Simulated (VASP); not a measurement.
Crystal: Pb.

```xyz
1
Lattice="0.0000 2.4750 2.4750 2.4750 0.0000 2.4750 2.4750 2.4750 0.0000" Properties=species:S:1:pos:R:3 pbc="T T T"
Pb    0.0000    0.0000    0.0000
```

Base run:

| Quantity | Value |
| --- | --- |
| Program | VASP 6.6.1 |
| Functional | LAK |
| Potentials or basis | VASP PAW PBE potentials, release 64 (Pb_d) |
| Cutoff | 520 eV |
| k mesh | 9 × 9 × 9 |
| Occupations | fermi-dirac, width 0.05 eV |
| Spin | no spin polarisation |

Its results: pressure 6.3 GPa.

Question: After a change of settings the same cell gave: pressure 3.8 GPa. Which change was it?
A. functional from LAK to PBEsol; further incar settings from ALGO = Normal; EDIFF = 1e-06 to ALGO = Normal; EDIFF = 1e-07; NBANDS = 13
B. functional from LAK to RPBE
C. functional from LAK to PBE; occupations from fermi-dirac, width 0.05 eV to gaussian, width 0.019 eV

Answer: B.

Caveats: the PAW data sets were made with another functional, which shifts forces and pressure a little.

Not every run made on this cell is shown here.
